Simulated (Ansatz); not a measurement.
Take RuO₂ in the rutile structure (space group P4_2/mnm, No. 136; a = 4.480 Å, c = 3.107 Å) as the base.

Computed with plane-wave PAW DFT at the r2SCAN level (Ansatz, a quantum-chemistry and plane-wave program, 500 eV), without spin-orbit coupling.

For the base:

The band gap comes out as zero and the pressure is 0.0 GPa.

Modification: the cell is scaled by 1.0126 in all directions, atoms relaxed at fixed cell.

### Question
Predict the new band gap.

### Answer
The band gap is still zero.

### Question
Estimate the effect on the pressure.

### Answer
The pressure (mean of the normal stresses, compression positive) goes from zero to -10.0 GPa.

### Question
How does this affect the energy relative to the base?

### Answer
The energy rises by 13 meV/atom.

The cells carry an imposed strain or load. Whether these cells are dynamically stable was not tested. Seeded moments were not kept for the base. No Hubbard U is applied, and correlation can decide whether such a compound is a metal. All final runs are without spin polarisation.
